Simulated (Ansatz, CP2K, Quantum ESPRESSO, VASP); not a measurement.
# ZnS: programs and potentials compared

```
Zn S
1.0
     3.82270    0.00000    0.00000
    -1.91135    3.31056    0.00000
     0.00000    0.00000   12.52000
Zn S
4 4
Direct
  0.66667 0.33333 0.75000
  0.33333 0.66667 0.25000
  0.00000 0.00000 0.50000
  0.00000 0.00000 0.00000
  0.66667 0.33333 0.93750
  0.33333 0.66667 0.43750
  0.00000 0.00000 0.68750
  0.00000 0.00000 0.18750
```

Alike in all runs: task band structure; functional PBE; k mesh 8 × 8 × 3; occupations fermi-dirac, width 0.05 eV; no spin polarisation; no spin-orbit coupling. Pressure is positive in compression and, in plane waves, holds the error of the finite cutoff, which Ansatz's Pulay term estimates and takes out. Gaps are the smaller of the mesh's and the band path's.

```json
{"program and potentials": "Ansatz, all-electron LAPW, scalar-relativistic", "plane-wave cutoff (eV)": "-", "notes": "-", "band gap (eV)": "2.13", "pressure (GPa)": "1.34"}
{"program and potentials": "CP2K, POTENTIAL_UZH Zn GTH-PBE-q12, S GTH-PBE-q6; TZVP-MOLOPT-PBE-GTH basis", "plane-wave cutoff (eV)": "-", "notes": "atomic basis; 9 valence electrons an atom on average", "band gap (eV)": "2.09", "pressure (GPa)": "1.78"}
{"program and potentials": "VASP, PBE PAW files S, Zn, 500 eV", "plane-wave cutoff (eV)": "500", "notes": "9 valence electrons an atom on average", "band gap (eV)": "2.13", "pressure (GPa)": "1.50"}
{"program and potentials": "Ansatz, Ansatz PAW (files of its older set among them)", "plane-wave cutoff (eV)": "660", "notes": "13 valence electrons an atom on average", "band gap (eV)": "2.13", "pressure (GPa)": "1.34"}
{"program and potentials": "Ansatz, PseudoDojo stringent (PBE files)", "plane-wave cutoff (eV)": "1143", "notes": "13 valence electrons an atom on average", "band gap (eV)": "2.13", "pressure (GPa)": "1.31"}
{"program and potentials": "VASP, PBE PAW files S, Zn, 520 eV", "plane-wave cutoff (eV)": "520", "notes": "9 valence electrons an atom on average", "band gap (eV)": "2.13", "pressure (GPa)": "1.49"}
{"program and potentials": "Quantum ESPRESSO, GBRV 1.5 PBE", "plane-wave cutoff (eV)": "612", "notes": "13 valence electrons an atom on average", "band gap (eV)": "2.12", "pressure (GPa)": "1.12"}
{"program and potentials": "Quantum ESPRESSO, SSSP 1.3 efficiency PBE", "plane-wave cutoff (eV)": "748", "notes": "13 valence electrons an atom on average", "band gap (eV)": "2.12", "pressure (GPa)": "1.34"}
```

Force on atom 8 (S), eV/Å:

| program and potentials | x | y | z |
| --- | --- | --- | --- |
| Ansatz, all-electron LAPW, scalar-relativistic | 0.000 | 0.000 | -0.043 |
| VASP, PBE PAW files S, Zn, 500 eV | 0.000 | 0.000 | -0.044 |
| Ansatz, Ansatz PAW (files of its older set among them) | 0.000 | 0.000 | -0.043 |
| Ansatz, PseudoDojo stringent (PBE files) | 0.000 | 0.000 | -0.043 |
| VASP, PBE PAW files S, Zn, 520 eV | 0.000 | 0.000 | -0.043 |
| Quantum ESPRESSO, GBRV 1.5 PBE | 0.000 | 0.000 | -0.043 |
| Quantum ESPRESSO, SSSP 1.3 efficiency PBE | 0.000 | 0.000 | -0.043 |

The band gap spans 2.09 (CP2K, POTENTIAL_UZH Zn GTH-PBE-q12, S GTH-PBE-q6; TZVP-MOLOPT-PBE-GTH basis) to 2.13 eV (VASP, PBE PAW files S, Zn, 520 eV), with all-electron results at 2.13. The pressure spans 1.12 (Quantum ESPRESSO, GBRV 1.5 PBE) to 1.78 GPa (CP2K, POTENTIAL_UZH Zn GTH-PBE-q12, S GTH-PBE-q6; TZVP-MOLOPT-PBE-GTH basis), with all-electron results at 1.34. Rows in atomic bases carry the error of their basis and grid, which can be large.

The functional is the same throughout but for its coding, so the spread measures potentials, basis and numerics; runs on potential files found faulty are left out.
